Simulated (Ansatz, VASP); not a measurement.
## CdTe in VASP and in Ansatz

Contents of INCAR:

```
PREC = Accurate
ENCUT = 520
EDIFF = 1E-6
ISMEAR = 0
SIGMA = 0.01
LREAL = False
LASPH = True
NELM = 80
ALGO = Normal
ISIF = 2
LWAVE = False
LCHARG = True
LELF = True
LVHAR = True
NBANDS = 16
```

File KPOINTS:

```
Automatic mesh
0
Gamma
  6 6 6
```

Contents of POSCAR:

```
CdTe
1.0
    3.0847141062      3.0847141062      0.0000000000
   -3.0847141062      3.0847141062      0.0000000000
    0.0000000000      3.0847141062      3.0847141062
Cd Te
1 1
Direct
    0.0000000000      0.0000000000      0.0000000000
    0.7500000000      0.2500000000      0.5000000000
```

Input for Ansatz:

```yaml
crystal:
  lattice:
    - [3.08471410618, 3.08471410618, 0.0]
    - [-3.08471410618, 3.08471410618, 0.0]
    - [0.0, 3.08471410618, 3.08471410618]
  atoms:
    - { symbol: Cd, position: [0.0, 0.0, 0.0] }
    - { symbol: Te, position: [0.75, 0.25, 0.5] }
kpoints:
  mp_grid: { grid: [6, 6, 6] }
scf:
  occupations: { method: fixed }
  convergence: { dr2_threshold: 1.0e-10 }
hamiltonian:
  xc: lda
  pseudopotentials: { kind: all_electron, lapw: { basis_error: 0.0005 } }
output:
  forces: true
  stress: true
  eigenstates:
    kpoints:
      - [0.0, 0.0, 0.0]
      - [-0.5, -0.5, -0.5]
      - [-0.5, 0.5, 0.0]
      - [0.0, 0.0, -0.5]
      - [0.0, -0.5, -0.5]
      - [0.0, 0.5, 0.0]
      - [-0.5, 0.0, 0.0]
      - [-0.5, 0.0, -0.5]
  eigenvalues: true
```

Alike in both runs: task single point; functional LDA; k mesh 6 × 6 × 6; no spin polarisation.

```csv
,VASP,Ansatz
version,VASP 6.6.1,Ansatz 0.2.0
potentials or method,"VASP PAW LDA potentials, release 64 (Cd, Te)","all-electron LAPW, scalar-relativistic"
plane-wave cutoff (eV),520,see its input
occupations,"gaussian, width 0.01 eV",fixed
```

Ansatz gave:

- gap on the k mesh at the Fermi level (eV): 0.96
- pressure (GPa): 7.0

Task: What did VASP give for the same quantities?

Result: gap on the k mesh at the Fermi level (eV): 1.01; pressure (GPa): 7.4.

Ansatz ran all-electron here, so the differences hold the error of VASP's frozen core and of both bases.

Caveats: spin-orbit coupling is left out, which moves the levels of the heavy elements.
